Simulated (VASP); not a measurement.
Input of a VASP 6.6.1 run:

run.py

```python
from ase.calculators.vasp import Vasp
from ase.io import read
from ase.optimize import BFGS

atoms = read('POSCAR')
calc = Vasp(
    directory='calc',
    xc='r2scan',
    pp='PBE',
    setups='recommended',
    prec='Accurate',
    encut=520,
    ediff=1e-06,
    ismear=0,
    sigma=0.05,
    lreal=False,
    lasph=True,
    nelm=80,
    algo='Normal',
    isif=2,
    lwave=True,
    lcharg=False,
    lmixtau=True,
    kpts=[7, 7, 4],
    gamma=True,
)
atoms.calc = calc
opt = BFGS(atoms, trajectory='relax.traj')
converged = opt.run(fmax=0.005, steps=40)
print('converged:', converged)

print('energy (eV):', atoms.get_potential_energy())
print('free energy (eV):', atoms.get_potential_energy(force_consistent=True))
print('forces (eV/A):')
print(atoms.get_forces())
print('stress (eV/A^3, Voigt):', atoms.get_stress())
print('Fermi level (eV):', calc.get_fermi_level())
print('cell (A, degrees):', atoms.cell.cellpar())
print('volume (A^3):', atoms.get_volume())
print('scaled positions:')
print(atoms.get_scaled_positions())
```

File POSCAR:

```
CuO
1.0
    3.2880244300      0.0000000000      0.0000000000
   -1.6440122100      2.8475126800      0.0000000000
    0.0000000000      0.0000000000      5.3850248600
Cu O
2 2
Direct
    0.6654130000      0.3309160000      0.0029370000
    0.3362390000      0.6650820000      0.4991800000
    0.6617940000      0.3340410000      0.6264940000
    0.3301030000      0.6684550000      0.1284680000
```

Potentials or basis: VASP PAW PBE potentials, release 64 (Cu, O).

The run is started by

```sh
$ python run.py
```

**Question.** Estimate the energy gained by relaxing.

**Answer.** 1.0 meV/atom.

**Question.** Predict the band gap on the k mesh.

**Answer.** None (metal or under the smearing width).

The path:
```tsv
step	energy change (eV)	largest force (eV/Å)	pressure (GPa)
1	0.0000	0.1415	-14.07
2	-0.0005	0.1357	-14.04
3	-0.0024	0.1121	-14.10
4	-0.0032	0.0635	-14.19
5	-0.0032	0.0584	-14.19
6	-0.0038	0.0066	-14.18
7	-0.0038	0.0062	-14.18
8	0.0091	0.2681	-13.76
9	-0.0038	0.0049	-14.19
```

Caveat: the PAW data sets were made with another functional, which shifts forces and pressure a little; the run has no spin polarisation, though such a crystal can be magnetic; semilocal functionals often make such compounds metallic where correlation or magnetic order opens a gap, which also shifts bond lengths.
